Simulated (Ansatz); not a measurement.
# Si8NO15: the cost of one run

Method: DFT, PBE, plane-wave PAW, default files, scalar-relativistic, as far as a step names no other, in Ansatz 0.2.0.

## (1) The structure to begin with

The structure is triclinic, space group P1 (No. 1). Conventional cell: a = 6.933 Å, b = 6.933 Å, c = 9.859 Å, α = 96.86°, β = 110.11°, γ = 109.96°. Around Si (site symmetry 1) lie 3 O at 1.61 to 1.62 Å and 1 N at 1.62 Å. Si (site symmetry 1) is surrounded by 4 O at 1.61 to 1.62 Å. Only part of the 24 independent sites is listed.

As a file:

```
CELL_PARAMETERS angstrom
-5.10850 3.97895 2.47825
10.21700 -7.95790 4.95650
5.10850 3.97895 -2.47825
ATOMIC_POSITIONS crystal
Si 0.85660 0.30091 0.45843
Si 0.85660 0.80092 0.45843
Si 0.14340 0.19909 0.54157
Si 0.14340 0.69908 0.54157
Si 0.85660 0.44909 0.75477
Si 0.85660 0.94908 0.75477
Si 0.14340 0.05092 0.24523
Si 0.14340 0.55092 0.24523
O 0.87536 0.38205 0.26992
O 0.87536 0.88205 0.26992
O 0.49418 0.30272 0.73008
O 0.49418 0.80272 0.73008
O 0.87536 0.05272 0.61126
O 0.87536 0.55272 0.61126
O 0.49418 0.13205 0.38874
O 0.49418 0.63205 0.38874
N 0.96610 0.39578 0.67453
O 0.96610 0.89579 0.67453
O 0.11704 0.14578 0.32547
O 0.11704 0.64579 0.32547
O 0.09431 0.29716 0.50000
O 0.09431 0.79715 0.50000
O 0.09431 0.04716 0.00000
O 0.09431 0.54715 0.00000
```

Atom 17 of the input is the impurity.

## (2) Single point at the given positions

The input, input.yaml:

```yaml
crystal:
  lattice:
    - [-5.1085, 3.97895, 2.47825]
    - [10.217, -7.9579, 4.9565]
    - [5.1085, 3.97895, -2.47825]
  atoms:
    - { symbol: Si, position: [0.8566, 0.300915, 0.45843] }
    - { symbol: Si, position: [0.8566, 0.800915, 0.45843] }
    - { symbol: Si, position: [0.1434, 0.199085, 0.54157] }
    - { symbol: Si, position: [0.1434, 0.699085, 0.54157] }
    - { symbol: Si, position: [0.8566, 0.449085, 0.75477] }
    - { symbol: Si, position: [0.8566, 0.949085, 0.75477] }
    - { symbol: Si, position: [0.1434, 0.050915, 0.24523] }
    - { symbol: Si, position: [0.1434, 0.550915, 0.24523] }
    - { symbol: O, position: [0.87536, 0.38205, 0.26992] }
    - { symbol: O, position: [0.87536, 0.88205, 0.26992] }
    - { symbol: O, position: [0.49418, 0.30272, 0.73008] }
    - { symbol: O, position: [0.49418, 0.80272, 0.73008] }
    - { symbol: O, position: [0.87536, 0.05272, 0.61126] }
    - { symbol: O, position: [0.87536, 0.55272, 0.61126] }
    - { symbol: O, position: [0.49418, 0.13205, 0.38874] }
    - { symbol: O, position: [0.49418, 0.63205, 0.38874] }
    - { symbol: "N", position: [0.9661, 0.395785, 0.67453] }
    - { symbol: O, position: [0.9661, 0.895785, 0.67453] }
    - { symbol: O, position: [0.11704, 0.145785, 0.32547] }
    - { symbol: O, position: [0.11704, 0.645785, 0.32547] }
    - { symbol: O, position: [0.09431, 0.297155, 0.5] }
    - { symbol: O, position: [0.09431, 0.797155, 0.5] }
    - { symbol: O, position: [0.09431, 0.047155, 0.0] }
    - { symbol: O, position: [0.09431, 0.547155, 0.0] }
total_charge: -1
kpoints:
  mp_grid: { grid: [4, 2, 3] }
scf:
  occupations: { method: fermi_dirac, width: 0.01 }
hamiltonian:
  xc: pbe
  pseudopotentials: { kind: paw }
output:
  forces: true
  stress: true
  populations: true
  efg:
    quadrupole_moments_barn: { O: -0.02558, "N": 0.02044 }
    contact_densities: true
  write_density: true
  write_potential: true
  elf: true
  volumetric_format: npy
```

Run with:

```
ansatz run input.yaml --threads 1 --pin off --max-ram 3072MiB --backend cpu --events-out ev --progress --plain --runs-dir out
```

Q: Estimate wall time and peak memory on 1 thread of Arm Neoverse V2, shared host.

About 77 s, with a peak of 0.78 GiB.
